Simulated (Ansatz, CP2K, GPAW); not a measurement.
## The bulk modulus of MgS, sorted by core time

Symmetry: F-43m, No. 216, cubic system. The conventional cell has a = 5.666 Å, b = 5.666 Å, c = 5.666 Å, α = 90.00°, β = 90.00°, γ = 90.00°. S (site symmetry -43m) is surrounded by 4 Mg at 2.45 Å. Around Mg (site symmetry -43m) lie 4 S at 2.45 Å.

The cell comes from a database or a generator and needn't be the stable form of this composition.

```tsv
rung	level	program and potentials	cutoff (eV)	k mesh	smearing	core time	chip	bulk modulus (GPa)	notes
LDA	LDA	Ansatz, Ansatz PAW	420	8 × 8 × 8	fermi-dirac 0.05	8.4 s	Intel Xeon Platinum 8488C Sapphire Rapids	61.5	potentials made for PBE, which Ansatz adapts in part
GGA	PBEsol	Ansatz, Ansatz PAW	420	8 × 8 × 8	fermi-dirac 0.05	9.6 s	Intel Xeon 6975P-C Granite Rapids	57.7	potentials made for PBE, which Ansatz adapts in part
meta-GGA	r2SCAN	Ansatz, Ansatz PAW	500	8 × 8 × 8	fermi-dirac 0.05	19 s	Intel Xeon Platinum 8488C Sapphire Rapids	59.9	potentials made for PBE, which Ansatz adapts in part
GGA	PBEsol	Ansatz, Ansatz PAW (files of its older set among them)	620	8 × 8 × 8	fermi-dirac 0.05	21 s	Intel Xeon 6975P-C Granite Rapids	57.7	potentials made for PBE, which Ansatz adapts in part
GGA	PBEsol	Ansatz, JTH PAW	900	8 × 8 × 8	fermi-dirac 0.05	24 s	Intel Xeon 6975P-C Granite Rapids	57.7	potentials made for PBE
GGA	PBEsol	Ansatz, PseudoDojo stringent	1143	8 × 8 × 8	fermi-dirac 0.05	29 s	Intel Xeon 6975P-C Granite Rapids	57.7	potentials made for PBE
hybrid	r2SCANh	Ansatz, Ansatz PAW	500	4 × 4 × 4	methfessel-paxton 0.1	85 s	Arm Neoverse V1	60.7	coarse mesh; potentials made for PBE, which Ansatz adapts in part
hybrid	PBE0	Ansatz, Ansatz PAW	420	4 × 4 × 4	fermi-dirac 0.05	99 s	Intel Xeon Platinum 8375C Ice Lake	59.6	coarse mesh; potentials made for PBE, which Ansatz adapts in part
LDA	LDA	GPAW, the program's PAW data sets (release 1.2.1) made for this functional	800	8 × 8 × 8	fermi-dirac 0.05	1.8 min	AMD EPYC 7R13 Zen 3	61.6	-
LDA	LDA	CP2K, GTH_POTENTIALS S GTH-PADE-q6, Mg GTH-PADE-q10; TZVP-MOLOPT-PBE-GTH basis	-	8 × 8 × 8	fermi-dirac 0.01	1.8 min	Arm Neoverse V2	58.1	atomic basis
```

Times are single runs on shared hosts and different chips, so they are rough; meshes, cutoffs and the tasks' sizes weigh on the time. Task: equation of state. All rows: no spin polarisation. Smearing widths are in eV. Meshes differ between rows, which moves values too. Meshes are those of the run's cell of 2 atoms unless a note names another. Runs on faulty files, with rough fits or with known faults for this quantity aren't shown. PBE isn't shown for this crystal. No row holds spin-orbit coupling.

By rung: LDA 61.5 to 61.6; GGA 57.7; meta-GGA 59.9; LDA in atomic bases 58.1; hybrid on coarse meshes 59.6 to 60.7 (GPa).
